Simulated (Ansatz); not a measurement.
Mg2Ge in the antifluorite structure, relaxed with r2SCAN, was run in the PAW code Ansatz under altered settings. All numbers are computed, without spin polarisation but where a row says otherwise.

```xyz
3
Lattice="0.0000 3.1831 3.1831 3.1831 0.0000 3.1831 3.1831 3.1831 0.0000" Properties=species:S:1:pos:R:3 pbc="T T T"
Ge    0.0000    0.0000    0.0000
Mg    1.5916    1.5916    1.5916
Mg    4.7747    4.7747    4.7747
```

The base run's other keys:
```yaml
kpoints:
  mp_grid: { grid: [4, 4, 4] }
hamiltonian:
  xc: hse06
scf:
  occupations: { method: fermi_dirac, width: 0.02 }
  n_extra_bands: 4
```

It takes 18 iterations with 1243 plane waves at 420 eV and 8 k points, and leaves a mean stress of +0.29 GPa. The gap over this mesh is 0.517 eV. It ran on 4 threads of Arm Neoverse N1 (shared host).

Outcomes, with energy and stress as changes against the base:

| setting | outcome | ΔF (meV/atom) | Δ mean stress (GPa) | gap on the mesh (eV) | iterations | wall time |
| --- | --- | --- | --- | --- | --- | --- |
| PBE hybrid, exx coeff 0.5, omega 0.1 1/Å | converged | – | -1.0 | 1.493 | 25 | 12 s |
| PBE hybrid, exx coeff 0.1, omega 0.1 1/Å | converged | – | +0.5 | 0.361 | 15 | 9.5 s |
| PBE hybrid, exx coeff 0.05, omega 0.3 1/Å | converged | – | +0.7 | 0.158 | 15 | 9.3 s |
| basis.xc_grid: 3 | converged | 0.0 | 0.0 | 0.517 | 18 | 10 s |

A dash marks a value that wasn't obtained or can't be compared. Stress is positive in compression. The base took 10 s.

- PBE hybrid, exx coeff 0.5, omega 0.1 1/Å. That is 50 % exact exchange, screened with ω = 0.1 1/Å, against HSE06's 25 % screened at 0.208 1/Å. The mean stress moves by -1.0 GPa and the gap on the mesh by +0.977 eV (to 1.493). Totals of different functionals aren't comparable. The program warns that on this mesh the truncation of the exchange isn't bounded, so part of the change can be an error of the mesh.
- PBE hybrid, exx coeff 0.1, omega 0.1 1/Å. That is 10 % exact exchange, screened with ω = 0.1 1/Å, against HSE06's 25 % screened at 0.208 1/Å. The mean stress moves by +0.5 GPa and the gap on the mesh by -0.156 eV (to 0.361). Totals of different functionals aren't comparable. The program warns that on this mesh the truncation of the exchange isn't bounded, so part of the change can be an error of the mesh.
- PBE hybrid, exx coeff 0.05, omega 0.3 1/Å. That is 5 % exact exchange, screened with ω = 0.3 1/Å, against HSE06's 25 % screened at 0.208 1/Å. The mean stress moves by +0.7 GPa and the gap on the mesh by -0.359 eV (to 0.158). Totals of different functionals aren't comparable.

Within 1 meV an atom, 0.1 GPa and 0.005 eV of the base stay: basis.xc_grid: 3.

The runs are scalar-relativistic, without spin-orbit coupling.

The program warns that its thresholds are loose for a hybrid's stress.

The meshes of the hybrids are coarse, so their gaps aren't converged to the digits shown.
